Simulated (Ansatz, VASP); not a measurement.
**Two plane-wave programs on Ge**

```xyz
2
Lattice="0.0000 2.8660 2.8660 2.8660 0.0000 2.8660 2.8660 2.8660 0.0000" Properties=species:S:1:pos:R:3 pbc="T T T"
Ge    2.8660    2.8660    2.8660
Ge    4.2990    4.2990    4.2990
```

Change from the starting cell: functional lda, volume scaled by 1.04, PAW files.

Alike in both runs: task electric field gradients; functional LDA; k mesh 10 × 10 × 10; occupations fermi-dirac, width 0.05 eV; no spin polarisation.

|  | VASP | Ansatz |
| --- | --- | --- |
| version | VASP 6.6.1 | Ansatz 0.2.0 |
| potentials or method | VASP PAW LDA potentials, release 64 (Ge_d) | PAW with Ansatz's default frozen-core files, scalar-relativistic |
| plane-wave cutoff (eV) | 520 | 420 |
| valence electrons in the cell | 28 | 28 |

```tsv
	VASP	Ansatz	Ansatz less VASP
pressure (GPa)	-3.5	-3.6	-0.07
Vzz of the field gradient on the site that differs most (V/Å²)	0.0	0.0	-0.01
```
